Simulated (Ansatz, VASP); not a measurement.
TaN: VASP beside Ansatz

```
CELL_PARAMETERS angstrom
3.05000 0.00000 0.00000
-1.52500 2.64138 0.00000
0.00000 0.00000 4.84120
ATOMIC_POSITIONS crystal
Ta 0.33333 0.66667 0.00000
Ta 0.66667 0.33333 0.50000
N 0.33333 0.66667 0.38500
N 0.66667 0.33333 0.88500
```

Change from the starting cell: strain -0.0200 x Voigt [0, 0, 1, 0, 0, 0], atoms carried along.

Alike in both runs: task single point; functional PBE; k mesh 18 × 18 × 10; occupations gaussian, width 0.15 eV; no spin polarisation.

```csv
,VASP,Ansatz
version,VASP 6.6.1,Ansatz 0.2.0
potentials or method,"VASP PAW PBE potentials, release 64 (Ta_pv, N)","scalar-relativistic, plane waves, PAW"
plane-wave cutoff (eV),520,420
valence electrons in the cell,32,36
```

```tsv
	VASP	Ansatz	Ansatz less VASP
gap on the k mesh at the Fermi level (eV)	none	none	-
pressure (GPa)	154.6	151.1	-3.45
largest component of the traceless stress (GPa)	10.83	10.70	-0.121
rms of the force components (eV/Å)	0.740	0.733	-0.0070
```

Atom by atom the forces differ by 0.007 eV/Å (rms over components). A gap of «none» marks a metal or a gap that the smearing closes. The functional is the same, so the differences come from potentials, cutoffs and numerics. The two sets of potentials don't hold the same shells in valence.

Caveats: the cell as given lies far from equilibrium; so large a pressure means that the cell lies far from this level's equilibrium, or that cutoff or potentials fall short (VASP); forces of over 1 eV/Å show positions far from the minimum, so gaps and moduli don't describe the material at rest. Spin-orbit coupling is left out, which matters for the levels of Ta.
